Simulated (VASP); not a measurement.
# RbBr (Fm-3m) in VASP: density of states with PBE

Aim: the density of states of RbBr with PBE.

Everything below comes from runs of VASP 6.6.1. Logs are shortened: lines on timing, memory, paths and dates and some standing lists are left out, and cuts for length are marked.

## (1) The structure

Symmetry: Fm-3m, No. 225, cubic system. Conventional cell: a = 6.855 Å, b = 6.855 Å, c = 6.855 Å, α = 90.00°, β = 90.00°, γ = 90.00°. Rb (site symmetry m-3m) is surrounded by 6 Br at 3.43 Å. Around Br (site symmetry m-3m) lie 6 Rb at 3.43 Å.

## (2) Density of states, PBE

POSCAR reads:

```
RbBr
1.0
    0.0000000000      3.4275000000      3.4275000000
    3.4275000000      0.0000000000      3.4275000000
    3.4275000000      3.4275000000      0.0000000000
Rb Br
1 1
Direct
    0.0000000000      0.0000000000      0.0000000000
    0.5000000000      0.5000000000      0.5000000000
```

INCAR.step1 reads:

```
PREC     = Accurate       # precision mode
ENCUT    = 520            # plane-wave cutoff, eV
EDIFF    = 1E-7           # SCF threshold, eV
ISMEAR   = -1             # smearing method
SIGMA    = 0.03           # smearing width, eV
LREAL    = F              # projectors in reciprocal space
LASPH    = T              # aspherical terms in the spheres
NELM     = 60             # most SCF steps
ALGO     = Normal         # electronic algorithm
ISIF     = 2              # what is computed and relaxed
LWAVE    = F              # write WAVECAR
LCHARG   = T              # write CHGCAR
GGA      = PE             # functional
NBANDS   = 15             # bands
```

KPOINTS.step1 reads:

```
Automatic mesh
0
Gamma
  7 7 7
```

INCAR.step2 reads:

```
PREC     = Accurate       # precision mode
ENCUT    = 520            # plane-wave cutoff, eV
EDIFF    = 1E-7           # SCF threshold, eV
ISMEAR   = -5             # smearing method
SIGMA    = 0.03           # smearing width, eV
LREAL    = F              # projectors in reciprocal space
LASPH    = T              # aspherical terms in the spheres
NELM     = 60             # most SCF steps
ALGO     = Normal         # electronic algorithm
ISIF     = 2              # what is computed and relaxed
LWAVE    = F              # write WAVECAR
LCHARG   = F              # write CHGCAR
GGA      = PE             # functional
LORBIT   = 11             # projections on sites
NEDOS    = 2001           # points of the DOS
ICHARG   = 11             # starting density
```

KPOINTS.step2 reads:

```
Automatic mesh
0
Gamma
  11 11 11
```

Potentials or basis: VASP PAW PBE potentials, release 64 (Rb_sv, Br).

Started as:

```console
$ cat potpaw_PBE.64/Rb_sv/POTCAR potpaw_PBE.64/Br/POTCAR > POTCAR
$ cp INCAR.step1 INCAR
$ cp KPOINTS.step1 KPOINTS
$ mpirun -np 1 vasp_std > vasp.out
$ cp INCAR.step2 INCAR
$ cp KPOINTS.step2 KPOINTS
$ mpirun -np 1 vasp_std > vasp.out
```

OUTCAR:

```text
PREC = Accurate
   ENCUT = 520
   EDIFF = 1E-7
   ISMEAR = -5
   LREAL = F
   LASPH = T
   NELM = 60
   ISIF = 2
   GGA = PE
   LORBIT = 11
   ICHARG = 11

 ion  position               nearest neighbor table
   1  0.000  0.000  0.000-   2 3.43   2 3.43   2 3.43   2 3.43   2 3.43   2 3.43
   2  0.500  0.500  0.500-   1 3.43   1 3.43   1 3.43   1 3.43   1 3.43   1 3.43

  LATTYP: Found a face centered cubic cell.
 ALAT       =     6.8550000000

  Lattice vectors:

 A1 = (   0.0000000000,   3.4275000000,   3.4275000000)
 A2 = (   3.4275000000,   0.0000000000,   3.4275000000)
 A3 = (   3.4275000000,   3.4275000000,   0.0000000000)

Analysis of symmetry for initial positions (statically):
=====================================================================
 Subroutine PRICEL returns:
 Original cell was already a primitive cell.

 Routine SETGRP: Setting up the symmetry group for a
 face centered cubic supercell.

 Subroutine GETGRP returns: Found 48 space group operations
 (whereof 48 operations were pure point group operations)
 out of a pool of 48 trial point group operations.

The static configuration has the point symmetry O_h .

Analysis of symmetry for dynamics (positions and initial velocities):
=====================================================================
 Subroutine PRICEL returns:
 Original cell was already a primitive cell.

 Routine SETGRP: Setting up the symmetry group for a
 face centered cubic supercell.

 Subroutine GETGRP returns: Found 48 space group operations
 (whereof 48 operations were pure point group operations)
 out of a pool of 48 trial point group operations.

The dynamic configuration has the point symmetry O_h .

 Subroutine INISYM returns: Found 48 space group operations
 (whereof 48 operations are pure point group operations),
 and found     1 'primitive' translations

----------------------------------------------------------------------------------------

                                     Primitive cell

  volume of cell :      80.5309

  direct lattice vectors                    reciprocal lattice vectors
     0.000000000  3.427500000  3.427500000    -0.145878920  0.145878920  0.145878920
     3.427500000  0.000000000  3.427500000     0.145878920 -0.145878920  0.145878920
     3.427500000  3.427500000  0.000000000     0.145878920  0.145878920 -0.145878920

  length of vectors
     4.847216985  4.847216985  4.847216985     0.252669702  0.252669702  0.252669702

  position of ions in fractional coordinates (direct lattice)
     0.000000000  0.000000000  0.000000000
     0.500000000  0.500000000  0.500000000

  ion indices of the primitive-cell ions
   primitive index   ion index
                 1           1
                 2           2

----------------------------------------------------------------------------------------

 KPOINTS: Automatic mesh

Automatic generation of k-mesh.
 Grid dimensions read from file:
 generate k-points for:   11   11   11

 Generating k-lattice:

  Cartesian coordinates                     Fractional coordinates (reciprocal lattice)
    -0.013261720  0.013261720  0.013261720     0.090909091  0.000000000  0.000000000
     0.013261720 -0.013261720  0.013261720     0.000000000  0.090909091  0.000000000
     0.013261720  0.013261720 -0.013261720     0.000000000  0.000000000  0.090909091

  Length of vectors
     0.022969973  0.022969973  0.022969973

  Shift w.r.t. Gamma in fractional coordinates (k-lattice)
     0.000000000  0.000000000  0.000000000

 TETIRR: Found    201 inequivalent tetrahedra from     7986

 Subroutine IBZKPT returns following result:
 ===========================================

 Found     56 irreducible k-points:

 Following reciprocal coordinates:
            Coordinates               Weight
  0.000000  0.000000  0.000000      1.000000
  0.090909  0.000000  0.000000      8.000000
  0.181818  0.000000  0.000000      8.000000
  0.272727  0.000000  0.000000      8.000000
  0.363636  0.000000  0.000000      8.000000
  0.454545  0.000000  0.000000      8.000000
[... 16 lines left out ...]
 -0.272727  0.181818  0.000000     24.000000
 -0.181818  0.181818  0.000000     12.000000
 [... further k-points ...]
   k-points           NKPTS =     56   k-points in BZ     NKDIM =     56   number of bands    NBANDS=     12
   number of dos      NEDOS =   2001   number of ions     NIONS =      2
   total plane-waves  NPLWV =  46656
   dimension x,y,z NGX =    36 NGY =   36 NGZ =   36
   dimension x,y,z NGXF=    72 NGYF=   72 NGZF=   72
   ions per type =               1   1
   NGX,Y,Z   is equivalent  to a cutoff of  12.35, 12.35, 12.35 a.u.
   NGXF,Y,Z  is equivalent  to a cutoff of  24.69, 24.69, 24.69 a.u.
 SYSTEM =  unknown system
   PREC   = accura    normal or accurate (medium, high low for compatibility)
   ISTART =      0    job   : 0-new  1-cont  2-samecut
   ICHARG =     11    charge: 1-file 2-atom 10-const
   ISPIN  =      1    spin polarized calculation?
   LNONCOLLINEAR =      F non collinear calculations
   LSORBIT =      F    spin-orbit coupling
   LASPH  =      T    aspherical Exc in radial PAW
   ENCUT  =  520.0 eV  38.22 Ry    6.18 a.u.   9.01  9.01  9.01*2*pi/ulx,y,z
   NELM   =     60;   NELMIN=  2; NELMDL=  0     # of ELM steps
   EDIFF  = 0.1E-06   stopping-criterion for ELM
   LREAL  =      F    real-space projection
   EDIFFG = 0.1E-05   stopping-criterion for IOM
   NSW    =      0    number of steps for IOM
   IBRION =     -1    ionic relax: 0-MD 1-quasi-New 2-CG
   NFREE  =      0    steps in history (QN), initial steepest desc. (CG)
   ISIF   =      2    stress and relaxation
   ISYM   =      2    0-nonsym 1-usesym 2-fastsym
   POTIM  = 0.5000    time-step for ionic-motion
   TEBEG  =    0.0;   TEEND  =   0.0 temperature during run
   PSTRESS=    0.0 pullay stress
   NELECT =      16.0000    total number of electrons
   NUPDOWN=      -1.0000    fix difference up-down
   EMIN   =  10.00;   EMAX   =-10.00  energy-range for DOS
   EFERMI =   0.00;   METHOD = LEGACY
   ISMEAR =    -5;   SIGMA  =   0.03  broadening in eV -4-tet -1-fermi 0-gaus
   EFERMI_NEDOS =   21; number of points for ismear=-14 and -15
   IALGO  =     38    algorithm
   IMIX   =      4    mixing-type and parameters
     AMIX     =   0.40;   BMIX     =  1.00
     AMIX_MAG =   1.60;   BMIX_MAG =  1.00
  volume/ion in A,a.u.               =      40.27       271.72
  Fermi-wavevector in a.u.,A,eV,Ry     =   0.955273  1.805204 12.415941  0.912546
  Thomas-Fermi vector in A             =   2.084095
   LORBIT       =     11    0 simple, 1 ext, 2 COOP (PROOUT), +10 PAW based schemes
   GGA     = PE    functional components
   LHFCALC =     F    Hartree Fock is set to
   AEXX    =    0.0000 exact exchange contribution
   IVDW    =     0    specifies the selected vdW correction
   LEPSILON=     F    determine dielectric tensor
   LRPA    =     F    only Hartree local field effects (RPA)
 non-spin polarized calculation
 Fermi weights with tetrahedron method with Bloechl corrections
  energy-cutoff  :      520.00
  volume of cell :       80.53
 maximum number of plane-waves:      2187

 number of electron      15.9999999 magnetization

 Free energy of the ion-electron system (eV)
  ---------------------------------------------------
  ext. energy  EPLUGINS =         0.00000000
  ---------------------------------------------------
  free energy    TOTEN  =        -6.09756696 eV

  energy without entropy =       -6.09756696  energy(sigma->0) =       -6.09756696

 E-fermi :  -1.7449     XC(G=0):  -7.2318

 val. band max:       -1.7539686434   @ k =   0.0000   0.0000   0.0000
 cond. band min:       2.6074327098   @ k =   0.0000   0.0000   0.0000
 fundamental gap:      4.3614013532
 Fermi energy:        -1.7448720725

 k-point     1 :       0.0000    0.0000    0.0000
  band No.  band energies     occupation
      1     -26.1689      2.00000
      2     -13.9346      2.00000
      3     -10.2457      2.00000
      4     -10.2457      2.00000
      5     -10.2457      2.00000
      6      -1.7540      2.00000
      7      -1.7540      2.00000
      8      -1.7540      2.00000
      9       2.6074      0.00000
     10       5.5255      0.00000
     11       5.5255      0.00000
     12       5.5255      0.00000

 k-point     2 :       0.0909    0.0000    0.0000
  band No.  band energies     occupation
      1     -26.1682      2.00000
      2     -13.9380      2.00000
      3     -10.2464      2.00000
      4     -10.2464      2.00000
      5     -10.2419      2.00000
      6      -1.8571      2.00000
      7      -1.7846      2.00000
      8      -1.7846      2.00000
      9       2.8134      0.00000
     10       5.4672      0.00000
     11       5.6245      0.00000
     12       5.6245      0.00000

 k-point     3 :       0.1818    0.0000    0.0000
  band No.  band energies     occupation
      1     -26.1662      2.00000
      2     -13.9471      2.00000
      3     -10.2480      2.00000
      4     -10.2480      2.00000
      5     -10.2317      2.00000
      6      -2.1041      2.00000
      7      -1.8644      2.00000
      8      -1.8644      2.00000
      9       3.3538      0.00000
     10       5.3849      0.00000
     11       5.9149      0.00000
     12       5.9149      0.00000
[... 286 lines left out ...]
 k-point    23 :      -0.2727    0.1818    0.0000
  band No.  band energies     occupation
      1     -26.1605      2.00000
      2     -13.9549      2.00000
      3     -10.3080      2.00000
      4     -10.2495      2.00000
      5     -10.2124      2.00000
      6      -2.5290      2.00000
      7      -2.0801      2.00000
      8      -1.9814      2.00000
      9       4.7711      0.00000
     10       5.3728      0.00000
     11       6.6974      0.00000
     12       7.2046      0.00000

 k-point    24 :      -0.1818    0.1818    0.0000
  band No.  band energies     occupation
      1     -26.1627      2.00000
      2     -13.9537      2.00000
      3     -10.2907      2.00000
      4     -10.2437      2.00000
      5     -10.2127      2.00000
      6      -2.4109      2.00000
      7      -2.0213      2.00000
      8      -1.9001      2.00000
      9       4.2039      0.00000
     10       5.2208      0.00000
     11       6.2561      0.00000
     12       6.9757      0.00000

 [... further k-points ...]

------------------------ aborting loop because EDIFF is reached ----------------------------------------

  FORCE on cell =-STRESS in cart. coord.  units (eV):
  Direction    XX          YY          ZZ          XY          YZ          ZX
  --------------------------------------------------------------------------------------
  -------------------------------------------------------------------------------------
  Total        0.5134503      0.5134503      0.5134503     -0.0000000     -0.0000000      0.0000000
  in kB       10.2151934     10.2151934     10.2151934     -0.0000000     -0.0000000      0.0000000
  external PRESSURE =      10.2151934 kB  Pullay stress =       0.0000000 kB

 VOLUME and BASIS-vectors are now :
 -----------------------------------------------------------------------------
  energy-cutoff  :      520.00
  volume of cell :       80.53
      direct lattice vectors                 reciprocal lattice vectors
     0.000000000  3.427500000  3.427500000    -0.145878920  0.145878920  0.145878920
     3.427500000  0.000000000  3.427500000     0.145878920 -0.145878920  0.145878920
     3.427500000  3.427500000  0.000000000     0.145878920  0.145878920 -0.145878920

 POSITION                                       TOTAL-FORCE (eV/Angst)
 -----------------------------------------------------------------------------------
      0.00000      0.00000      0.00000        -0.000000     -0.000000     -0.000000
      3.42750      3.42750      3.42750         0.000000      0.000000      0.000000
 -----------------------------------------------------------------------------------
    total drift:                                0.000000      0.000000      0.000000

  FREE ENERGIE OF THE ION-ELECTRON SYSTEM (eV)
  ---------------------------------------------------
  free  energy   TOTEN  =        -6.0975669622 eV

  energy  without entropy=       -6.0975669622  energy(sigma->0) =       -6.09756696

 total charge

# of ion       s       p       d       tot
------------------------------------------
    1        1.940   5.351   0.023   7.315
    2        1.600   3.300   0.001   4.902
--------------------------------------------------
tot          3.540   8.652   0.024  12.217
```

It took 52 s on 1 thread of AMD EPYC 7R43 (Zen 3), shared host; peak memory 0.19 GiB.

Results:

- Valence electrons inside the program's atomic spheres: Rb 7.32; Br 4.90

States per cell in windows of 1 eV (zero at the valence-band top; states under -8 eV left out):
```tsv
from (eV)	total	Br2_p	Rb1_d	Rb1_p	Br2_d	Rb1_s	Br2_s
-8.0	0.00	0.00	0.00	0.00	0.00	0.00	0.00
-7.0	0.00	0.00	0.00	0.00	0.00	0.00	0.00
-6.0	0.00	0.00	0.00	0.00	0.00	0.00	0.00
-5.0	0.00	0.00	0.00	0.00	0.00	0.00	0.00
-4.0	0.00	0.00	0.00	0.00	0.00	0.00	0.00
-3.0	0.00	0.00	0.00	0.00	0.00	0.00	0.00
-2.0	0.00	0.00	0.00	0.00	0.00	0.00	0.00
-1.0	6.09	3.33	0.02	0.10	0.00	0.02	0.00
0.0	0.00	0.00	0.00	0.00	0.00	0.00	0.00
1.0	0.00	0.00	0.00	0.00	0.00	0.00	0.00
2.0	0.00	0.00	0.00	0.00	0.00	0.00	0.00
3.0	0.00	0.00	0.00	0.00	0.00	0.00	0.00
4.0	0.05	0.00	0.00	0.00	0.00	0.00	0.00
5.0	0.40	0.02	0.02	0.00	0.01	0.02	0.02
6.0	2.20	0.08	0.19	0.05	0.05	0.03	0.04
7.0	1.64	0.13	0.19	0.02	0.04	0.03	0.02
```
